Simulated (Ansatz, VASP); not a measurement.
# KBr in VASP and in Ansatz

Contents of INCAR:

```
SYSTEM = KBr
PREC = Accurate
ENCUT = 520
EDIFF = 1E-6
ISMEAR = 0
SIGMA = 0.05
LREAL = .False.
LASPH = .True.
NELM = 80
ALGO = Normal
ISIF = 2
LWAVE = .False.
LCHARG = .True.
GGA = PE
LELF = .True.
LVHAR = .True.
NBANDS = 15
```

File KPOINTS:

```
regular mesh
0
Gamma
  6 6 6
  0 0 0
```

File POSCAR:

```
KBr
1.0
    0.0000000000      3.1937250000      3.3418875000
    3.1937250000      0.0000000000      3.3418875000
    3.1937250000      3.1937250000      0.0000000000
K Br
1 1
Direct
    0.0000000000      0.0000000000      0.0000000000
    0.5000000000      0.5000000000      0.5000000000
```

Input for Ansatz:

```yaml
crystal:
  lattice:
    - [0.0, 3.193725, 3.3418875]
    - [3.193725, 0.0, 3.3418875]
    - [3.193725, 3.193725, 0.0]
  atoms:
    - { symbol: K, position: [0.0, 0.0, 0.0] }
    - { symbol: Br, position: [0.5, 0.5, 0.5] }
basis:
  ecutwfc: 420
kpoints:
  mp_grid: { grid: [6, 6, 6] }
hamiltonian:
  xc: pbe
scf:
  occupations: { method: gaussian, width: 0.05 }
output:
  forces: true
  stress: true
  eigenvalues: true
```

Change from the starting cell: strain -0.030 along x and y, +0.015 along z, atoms carried along.

Alike in both runs: task single point; functional PBE; k mesh 6 × 6 × 6; occupations gaussian, width 0.05 eV; no spin polarisation.

|  | VASP | Ansatz |
| --- | --- | --- |
| version | VASP 6.6.1 | Ansatz 0.2.0 |
| potentials or method | VASP PAW PBE potentials, release 64 (K_sv, Br) | scalar-relativistic, plane waves, PAW |
| plane-wave cutoff (eV) | 520 | 420 |
| valence electrons in the cell | 16 | 16 |

VASP gave:

| Item | Value |
| --- | --- |
| gap on the k mesh at the Fermi level (eV) | 4.56 |
| least direct gap on the mesh (eV) | 4.56 |
| pressure (GPa) | 1.9 |
| largest component of the traceless stress (GPa) | 1.22 |

Estimate Ansatz's values.

gap on the k mesh at the Fermi level (eV): 4.56; least direct gap on the mesh (eV): 4.56; pressure (GPa): 1.8; largest component of the traceless stress (GPa): 1.20.
